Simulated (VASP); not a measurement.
Wanted: the native input for a VASP 6.6.1 run.

| Quantity | Value |
| --- | --- |
| Task | single point |
| Functional | PBE |
| Potentials or basis | VASP PAW PBE potentials, release 64 (Ba_sv) |
| Cutoff | 520 eV |
| k mesh | 3 × 3 × 2 |
| Occupations | gaussian, width 0.1 eV |
| Spin | no spin polarisation |
| Dipole correction | no |
| Further INCAR settings | ALGO = Fast; EDIFF = 1e-07; NBANDS = 22 |

The structure of Ba lies in POSCAR:

```
Ba
1.0
    4.2452580405      0.0000000000      0.0000000000
   -2.1226290202      3.6765013087      0.0000000000
    0.0000000000      0.0000000000     11.2407458926
Ba
3
Direct
    0.0000000000      0.5000000000      0.8333333333
    0.5000000000      0.0000000000      0.5000000000
    0.5000000000      0.5000000000      0.1666666667
```

The cell was built by a generator and needn't be a form met in nature.

The cell isn't the ideal one: random cell with space group P6_422 (No. 181).

These files were run (other wordings do the same):

INCAR

```
PREC = Accurate ; ENCUT = 520
EDIFF = 1E-7 ; ISMEAR = 0
SIGMA = 0.1 ; LREAL = False
LASPH = True ; NELM = 100
ALGO = Fast ; ISIF = 2
LWAVE = False ; LCHARG = True
GGA = PE ; LELF = True
LVHAR = True ; NBANDS = 22
```

KPOINTS

```
Automatic mesh
0
Gamma
  3 3 2
```

Potentials or basis: VASP PAW PBE potentials, release 64 (Ba_sv).

Run with:

```bash
$ cat potpaw_PBE.64/Ba_sv/POTCAR > POTCAR
$ mpirun -np 1 vasp_std > vasp.out
```

It gave:

```
Pressure               : 0.1 GPa
Band gap on the k mesh : none (metal or under the smearing width)
```

Caveat: the k mesh is coarse (spacing up to 0.57 Å⁻¹), so the values aren't converged.

Run time: 23 s on 1 thread of AMD EPYC 9R45 96-Core Processor (Zen 5), with other jobs on the host, peak memory 0.24 GiB.
